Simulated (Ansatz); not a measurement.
# Cu/SrO/Cu: conductance against the thickness of the layer

Aim: the conductance of Cu/SrO/Cu junctions as the barrier thickens. Both electrodes are Cu fcc(001) sqrt2 x sqrt2; the barrier is SrO rock salt(001) (non-polar). In the first transport cell, after relaxation, the nearest pair of electrode and barrier is Cu–Sr at 3.62 Å, at a slant, at the lower face and Cu–Sr at 3.62 Å, at a slant, at the upper one. All share a net of side 3.63 Å, which strains the lower electrode by +0.0 % and the barrier by -1.3 %, against typed lattice constants near PBE's. The first steps treat the bulk electrodes alone.

Calculated with Ansatz 0.2.0; PBE DFT, plane waves, PAW files, in the first sound run; inputs show where later runs differ.

Most raw output is cut from this account.

## 1. Set-up

It takes space group Fm-3m (No. 225, cubic). Conventional cell: a = 3.630 Å, b = 3.630 Å, c = 3.630 Å, α = 90.00°, β = 90.00°, γ = 90.00°. Nearest to Cu lie 12 Cu at 2.57 Å.

## 2. Layer spacing of the electrode

The electrode is held to the junction's net and relaxed along the normal; its spacing is used for the ideal lead layers.

Contents of input.yaml:

```yaml
crystal:
  lattice:
    - [3.63, 0.0, 0.0]
    - [0.0, 3.63, 0.0]
    - [0.0, 0.0, 3.63]
  atoms:
    - { symbol: Cu, position: [0.0, 0.0, 0.0] }
    - { symbol: Cu, position: [0.5, 0.5, 0.0] }
    - { symbol: Cu, position: [0.5, 0.0, 0.5] }
    - { symbol: Cu, position: [0.0, 0.5, 0.5] }
kpoints:
  mp_grid: { grid: [10, 10, 9] }
scf:
  occupations: { method: fermi_dirac, width: 0.1 }
  max_iter: 150
hamiltonian:
  xc: pbe
relax:
  f_tol: 0.01
  max_steps: 40
  cell: { fix: [a, b, angles] }
```

On the command line:

```console
$ ansatz run input.yaml --threads 8 --pin off --max-ram 24576MiB --backend cpu --events-out ev --progress --plain --runs-dir out
```

Elapsed: 7.5 s, on 8 threads of Intel Xeon Platinum 8375C at 2.90GHz (Ice Lake), shared host; peak memory 0.61 GiB; 49 s of CPU time.

Relaxation path:

```
step  energy less that of the first step (eV)  largest force component (eV/Å)  pressure (GPa)  volume (Å³)
   1                                   0.0000                          0.0000           -0.08        47.83
   2                                  -0.0001                          0.0000            0.01        47.80
   3                                  -0.0001                          0.0000            0.15        47.75
  4*                                  -0.0001                          0.0000            0.16        47.75
```

Relaxation steps marked * repeat the geometry before them on a plane-wave basis chosen anew for their cell, so energy and pressure can jump there.

```
     cell as run  before  after  change
           a (Å)   3.630  3.630  +0.0 %
           b (Å)   3.630  3.630  +0.0 %
           c (Å)   3.630  3.624  -0.2 %
volume (Å³/atom)   11.96  11.94  -0.2 %
```

Final coordinates:

```cif
data_structure
_symmetry_space_group_name_H-M 'P 1'
_symmetry_Int_Tables_number 1
_cell_length_a 3.6300
_cell_length_b 3.6300
_cell_length_c 3.6240
_cell_angle_alpha 90.000
_cell_angle_beta 90.000
_cell_angle_gamma 90.000
_cell_volume 47.75
loop_
_atom_site_label
_atom_site_type_symbol
_atom_site_fract_x
_atom_site_fract_y
_atom_site_fract_z
_atom_site_occupancy
Cu1 Cu 0.00000 0.00000 0.00000 1
Cu2 Cu 0.50000 0.50000 0.00000 1
Cu3 Cu 0.50000 0.00000 0.50000 1
Cu4 Cu 0.00000 0.50000 0.50000 1
```

This step gave:

```yaml
free_energy: -26500.7161 eV
fermi_energy: 16.56 eV
pressure: 0.1566 GPa
```

The cell shrank by 0.2 % in volume.

## 3. Relaxing the interfaces

System of this step: Cu/SrO/Cu. The cell holds 22 atoms: 16 Cu, 3 O and 3 Sr. Its edges and angles: a = 3.630 Å, b = 3.630 Å, c = 37.696 Å, α = 90.0°, β = 90.0°, γ = 90.0°. Vacuum lies along c.

Tunnelling depends exponentially on distance, so the interfaces are relaxed first. A short slab in vacuum serves: only the barrier and the layers next to it are taken over, and later cells can add or drop layers in the barrier's middle. The dipole correction removes the field that unlike faces would set up across the vacuum.

Contents of input.yaml:

```yaml
crystal:
  lattice:
    - [3.63, 0.0, 0.0]
    - [0.0, 3.63, 0.0]
    - [0.0, 0.0, 37.6964024022]
  atoms:
    - { symbol: Cu, position: [0.5, 0.0, 0.2122218432] }
    - { symbol: Cu, position: [0.0, 0.5, 0.2122218432] }
    - { symbol: Cu, position: [0.0, 0.0, 0.2603696739] }
    - { symbol: Cu, position: [0.5, 0.5, 0.2603696739] }
    - { symbol: Cu, position: [0.5, 0.0, 0.3085175046] }
    - { symbol: Cu, position: [0.0, 0.5, 0.3085175046] }
    - { symbol: Cu, position: [0.0, 0.0, 0.3566653352] }
    - { symbol: Cu, position: [0.5, 0.5, 0.3566653352] }
    - { symbol: O, position: [0.5, 0.0, 0.4304113522] }
    - { symbol: Sr, position: [0.0, 0.5, 0.4304113522] }
    - { symbol: O, position: [0.0, 0.5, 0.5] }
    - { symbol: Sr, position: [0.5, 0.0, 0.5] }
    - { symbol: O, position: [0.5, 0.0, 0.5695886478] }
    - { symbol: Sr, position: [0.0, 0.5, 0.5695886478] }
    - { symbol: Cu, position: [0.0, 0.0, 0.6433346648] }
    - { symbol: Cu, position: [0.5, 0.5, 0.6433346648] }
    - { symbol: Cu, position: [0.5, 0.0, 0.6914824954] }
    - { symbol: Cu, position: [0.0, 0.5, 0.6914824954] }
    - { symbol: Cu, position: [0.0, 0.0, 0.7396303261] }
    - { symbol: Cu, position: [0.5, 0.5, 0.7396303261] }
    - { symbol: Cu, position: [0.5, 0.0, 0.7877781568] }
    - { symbol: Cu, position: [0.0, 0.5, 0.7877781568] }
kpoints:
  mp_grid: { grid: [6, 6, 1] }
scf:
  occupations: { method: fermi_dirac, width: 0.1 }
  max_iter: 150
hamiltonian:
  xc: pbe
efield:
  axis: 3
  dipole_correction: true
relax:
  f_tol: 0.04
  max_steps: 60
output:
  forces: true
```

It took 77 s on 8 threads; peak memory 3.7 GiB.

This run has no spin polarisation, although Cu can carry a moment.

Step by step:

```
step  energy less that of the first step (eV)  largest force component (eV/Å)
   1                                   0.0000                          0.5213
   2                                  -0.1168                          0.4640
   3                                  -0.1884                          0.4225
   4                                  -0.2185                          0.1122
   5                                  -0.2226                          0.0380
```

The run keeps the 8 symmetry operations that it works with, so distortions that break them were not tested.

The atoms that moved most (Å):

```
atom     dx     dy      dz  length
Cu16  0.000  0.000   0.340   0.340
Cu15  0.000  0.000   0.340   0.340
 Cu7  0.000  0.000  -0.340   0.340
 Cu8  0.000  0.000  -0.340   0.340
Cu19  0.000  0.000   0.303   0.303
Cu20  0.000  0.000   0.303   0.303
 Cu4  0.000  0.000  -0.303   0.303
 Cu3  0.000  0.000  -0.303   0.303
```

This step gave:

- free energy: -118341.4066 eV
- Fermi energy: 6.441 eV
- work function, upper face: 4.401 eV
- work function, lower face: 4.401 eV
- dipole moment: 3.19e-6 e·Å
- dipole field: 1.16e-6 V/Å

The largest force component on a free atom ends at 0.038 eV/Å. The work functions of the outer faces are 4.40 and 4.40 eV.

## 4. Transmission over a wide range of energy

This step: PBE DFT, plane waves, PAW files; ballistic transmission by layer matching between semi-infinite leads (Ansatz 0.2.0).

System of this step: Cu/SrO/Cu. The cell holds 50 atoms: 44 Cu, 3 O and 3 Sr. Cell: a = 3.630 Å, b = 3.630 Å, c = 61.632 Å, α = 90.0°, β = 90.0°, γ = 90.0°. Regions: left electrode, 22 atoms (22 Cu); barrier, 6 atoms (3 O and 3 Sr); right electrode, 22 atoms (22 Cu). Vacuum lies along c.

The relaxed core is set between ideal electrode layers (this cell holds 3 atomic planes between the electrodes; where that differs from the relaxed slab, whole periods were copied in or cut out without a new relaxation), which the solver continues as semi-infinite leads. A wide energy window on a coarse mesh (10×10) shows where the Fermi level lies against the barrier's bands; the projected density of states shows how far the metals' states reach in.

Contents of input.yaml:

```yaml
crystal:
  lattice:
    - [3.63, 0.0, 0.0]
    - [0.0, 3.63, 0.0]
    - [0.0, 0.0, 61.6315213939]
  atoms:
    - { symbol: Cu, position: [0.0, 0.0, 0.1135782444] }
    - { symbol: Cu, position: [0.5, 0.5, 0.1135782444] }
    - { symbol: Cu, position: [0.5, 0.0, 0.142978771] }
    - { symbol: Cu, position: [0.0, 0.5, 0.142978771] }
    - { symbol: Cu, position: [0.0, 0.0, 0.1723792977] }
    - { symbol: Cu, position: [0.5, 0.5, 0.1723792977] }
    - { symbol: Cu, position: [0.5, 0.0, 0.2017798243] }
    - { symbol: Cu, position: [0.0, 0.5, 0.2017798243] }
[... 38 atom lines left out ...]
    - { symbol: Cu, position: [0.5, 0.0, 0.857021229] }
    - { symbol: Cu, position: [0.0, 0.5, 0.857021229] }
    - { symbol: Cu, position: [0.0, 0.0, 0.8864217556] }
    - { symbol: Cu, position: [0.5, 0.5, 0.8864217556] }
kpoints:
  mp_grid: { grid: [8, 8, 1] }
scf:
  occupations: { method: fermi_dirac, width: 0.1 }
  max_iter: 150
hamiltonian:
  xc: pbe
output:
  transmission:
    kmesh: [10, 10]
    e_range: [-4, 2]
    de: 0.1
    leads: [[8, 10], [38, 40]]
  dos: { projected: true, e_range: [-6, 5], de: 0.05 }
  write_potential: true
  write_density: true
  volumetric_format: npy
  elf: true
```

Elapsed: 4.1 min, on 8 threads; peak memory 17 GiB.

Numbers from this step:

```yaml
free_energy: -303846.4574 eV
fermi_energy: 10.80 eV
level_to_which_the_leads_are_filled: 0 eV from the Fermi level
transmission_at_the_fermi_level_a_spin_zone_mean: 0.02896
channels_of_the_lower_lead: 1.85
channels_of_the_upper_lead: 1.85
potential_step_in_the_lower_lead: 9.9 meV
potential_step_in_the_upper_lead: 14 meV
```

One spin. The transmission, zone mean by energy, zero at the Fermi level:

```
energy (eV)  transmission, zone mean
      -4.00                   1.3e-5
      -3.80                   4.4e-6
      -3.60                   7.5e-6
      -3.40                   8.3e-6
      -3.20                   1.5e-4
      -3.00                  0.00222
      -2.80                  0.00295
      -2.60                   0.0249
      -2.30                    0.232
      -2.10                    0.317
      -1.90                    0.532
      -1.70                    0.453
      -1.50                    0.164
      -1.30                    0.671
      -1.10                    0.765
      -0.90                    0.872
      -0.70                    0.358
      -0.50                    0.123
      -0.30                   0.0579
      -0.10                   0.0350
       0.00                   0.0290
       0.10                   0.0249
       0.30                   0.0304
       0.60                   0.0167
       0.80                   0.0164
       1.00                   0.0172
       1.20                   0.0201
       1.40                   0.0259
       1.60                   0.0223
       1.80                   0.0138
       2.00                   0.0125
```

One spin. Open channels, zone mean against energy, zero at the Fermi level:

```
energy (eV)  lower lead  upper lead
      -4.00        2.23        2.15
      -3.70        2.75        2.75
      -3.40        3.23        3.15
      -3.10        3.71        3.63
      -2.90         3.6         3.6
      -2.60         3.7         3.7
      -2.30        4.54        4.46
      -2.00        3.96        3.88
      -1.70        4.76        4.72
      -1.40        1.37        1.37
      -1.10        1.57        1.57
      -0.90        1.53        1.53
      -0.60        1.73        1.73
      -0.30        1.69        1.69
       0.00        1.85        1.85
       0.30        1.85        1.85
       0.60        1.85        1.85
       0.90        1.97        1.97
       1.10        1.89        1.89
       1.40        1.91        1.91
       1.70        1.94        1.78
       2.00        1.86        1.86
```

Transmission over k1 and k2. At 0.0000 eV from the Fermi level.

Ten even steps from '0' (0.000) to '9' (0.191):
```
0000000000
0001111100
0011222110
0012565210
0012696210
0012565210
0011222110
0001111100
0000000000
0000000000
```
Columns: k1 (b1) from -0.5 to 0.4; rows upwards: k2 (b2) from -0.5 to 0.4.

Open channels of the lower lead over k1 and k2. At 0.0000 eV from the Fermi level.

Ten even steps from '0' (0.00) to '9' (3.00):
```
6366666663
6696666696
6663666366
6666333666
6666333666
6666333666
6663666366
6696666696
6366666663
0666666666
```
Columns: k1 (b1) from -0.5 to 0.4; rows upwards: k2 (b2) from -0.5 to 0.4.

Projected DOS an atom over height of the atomic layer and energy from the Fermi level. Layers: Cu2 Cu2 Cu2 Cu2 Cu2 Cu2 Cu2 Cu2 Cu2 Cu2 Cu2 SrO SrO SrO Cu2 Cu2 Cu2 Cu2 Cu2 Cu2 Cu2 Cu2 Cu2 Cu2 Cu2; projections on atoms miss part of the total, and the computed bands can run out at the top of the range; a column is the mean of 2 neighbouring layers, the last of those left over.

Values in states/eV, 22 rows by 13 columns, each cell a mean:
```
0.11 0.14 0.14 0.14 0.11 0.07 0.07 0.08 0.13 0.15 0.15 0.12 0.11
0.14 0.15 0.20 0.20 0.12 0.08 0.03 0.11 0.16 0.21 0.18 0.13 0.17
0.18 0.07 0.06 0.05 0.07 0.06 0.02 0.09 0.06 0.06 0.06 0.10 0.23
0.17 0.09 0.07 0.07 0.10 0.13 0.03 0.16 0.08 0.07 0.08 0.10 0.23
0.05 0.05 0.05 0.06 0.07 0.11 0.02 0.14 0.06 0.05 0.05 0.05 0.05
0.14 0.12 0.12 0.12 0.14 0.10 0.04 0.13 0.12 0.12 0.12 0.14 0.13
0.11 0.11 0.10 0.09 0.11 0.07 0.03 0.10 0.10 0.10 0.09 0.11 0.10
0.22 0.19 0.18 0.18 0.21 0.13 0.04 0.20 0.19 0.18 0.18 0.21 0.20
0.17 0.14 0.16 0.16 0.16 0.10 0.02 0.16 0.14 0.16 0.16 0.16 0.17
0.29 0.25 0.23 0.22 0.26 0.18 0.05 0.28 0.24 0.23 0.23 0.26 0.30
0.26 0.27 0.26 0.27 0.25 0.22 0.12 0.25 0.27 0.26 0.27 0.25 0.28
0.35 0.30 0.31 0.31 0.30 0.90 1.32 0.32 0.30 0.31 0.30 0.31 0.37
1.27 0.60 0.48 0.49 0.62 1.69 2.54 0.88 0.54 0.47 0.52 0.77 1.68
5.11 3.98 4.04 4.07 3.99 3.27 1.10 4.73 4.04 4.04 4.05 3.95 6.22
3.89 3.37 3.36 3.35 3.26 2.60 0.49 3.90 3.38 3.36 3.36 3.18 4.74
3.23 3.44 3.38 3.35 3.35 2.00 0.07 3.60 3.35 3.36 3.39 3.44 3.12
2.43 3.20 3.25 3.24 2.99 1.12 0.01 2.43 3.30 3.25 3.23 2.97 2.12
1.93 2.08 2.13 2.16 2.16 0.69 0.00 1.89 2.04 2.12 2.15 2.34 1.20
1.43 1.82 1.85 1.81 2.15 0.52 0.00 1.71 1.84 1.87 1.80 1.96 0.81
0.68 1.08 1.08 1.11 1.06 0.26 0.00 0.79 1.08 1.09 1.10 0.99 0.42
0.27 0.44 0.43 0.43 0.41 0.13 0.00 0.30 0.45 0.42 0.43 0.39 0.22
0.19 0.24 0.26 0.23 0.25 0.09 0.00 0.20 0.24 0.26 0.23 0.24 0.15
```
Columns: height of the atomic layer (Å) from 7.91 to 54.6 (not evenly spaced); rows upwards: energy from the Fermi level (eV) from -6 to 5.

Electrostatic potential energy in the ca plane at fractional y = 0.000, with atoms of Cu and O and Sr within 0.2 Å of it. With pseudopotentials it is smooth inside the atoms' cores, unlike the true potential.

Ten even steps from '0' (-45 eV) to '9' (16 eV), each cell a mean:
```
68999851016999984002699999999999999999999999
89888975458988887546899999999999888899999999
97546898889754689889999999879998622589998899
85101699998510169999999997325997100168962269
84000589998400058999999996104986000058951159
86213799998621379999999998547997300279985589
88777887788877788778999999999998765789999999
79999862137999986214799999999999988999999999
58999840005899983001699999999999999999999999
```
Columns run along c (16.0 Å, from fractional 0.30 to 0.56 of the cell; values clipped at the 3rd and 97th percentile), rows up along a (3.6 Å). Atoms in or near the plane, at fractional coordinates: Cu at (0.32, 0.50), Cu at (0.35, 0.00), Cu at (0.38, 0.50), Cu at (0.41, 0.00), O at (0.46, 0.50), Sr at (0.50, 0.50), O at (0.54, 0.50).

ELF in the ca plane at fractional y = 0.000, with atoms of Cu and O and Sr within 0.2 Å of it. It is the smooth field of the valence electrons, not physical close to the nuclei.

Ten even steps from '0' (0.02) to '9' (0.83), each cell a mean:
```
21366212222137621100000000000000000000000112
22122122112222211101245541013542003565310011
12211221221222111002689983069998216999741011
21222213662122221014897894298479518978962011
31222213893122221014895794297149528857962011
21222212442122221003799983189899417999851011
12111121111221111001578862037885115788630011
21233212222124321100123320001110001232100011
21389312222249831100000000000000000000000112
```
Columns run along c (16.0 Å, from fractional 0.33 to 0.59 of the cell), rows up along a (3.6 Å). Atoms in or near the plane, at fractional coordinates: Cu at (0.35, 0.00), Cu at (0.38, 0.50), Cu at (0.41, 0.00), O at (0.46, 0.50), Sr at (0.50, 0.50), O at (0.54, 0.50).

Valence density in the ca plane at fractional y = 0.000, with atoms of Cu and O and Sr within 0.2 Å of it. It is the smooth field of the valence electrons, not physical close to the nuclei.

Ten steps, logarithmic in the rise over the least value, from '0' (0 e/Å³) to '9' (47 e/Å³), each cell a mean:
```
00000000000000000000000015884100002687310000
00000000001100000000000002331000001233100000
00122100123321001221000000000124310000012431
01355310233332013553100000000268731000026873
01355410233332014553100000000279841000027984
00244210133331012442000000000146520000014652
00011100012210001110000001111012110111101211
00000000000000000000000014652100001465200000
00000000000000000000000026995100002798410000
```
Columns run along c (16.0 Å, from fractional 0.44 to 0.70 of the cell), rows up along a (3.6 Å). Atoms in or near the plane, at fractional coordinates: O at (0.46, 0.50), Sr at (0.50, 0.50), O at (0.54, 0.50), Cu at (0.59, 0.00), Cu at (0.62, 0.50), Cu at (0.65, 0.00), Cu at (0.68, 0.50).

At the Fermi level the transmission is 0.029, as a zone mean for one spin on this coarse mesh. At the Fermi level the layers of this cell's barrier hold from 0.0078 to 0.051 states an eV and atom. In the worse lead the potential repeats within 14 meV, which the program lets pass.

[end of part 1 of 2]

[Logs are printed without paths, hosts, clocks, repeated set-up lines and the standing remarks that a program may print on its own settings, such as how far it seeks lower states.]

[Hosts, paths, dates, database ids (printed as entryN), source tags and the programs' standing remarks are cut or masked in the printed files.]
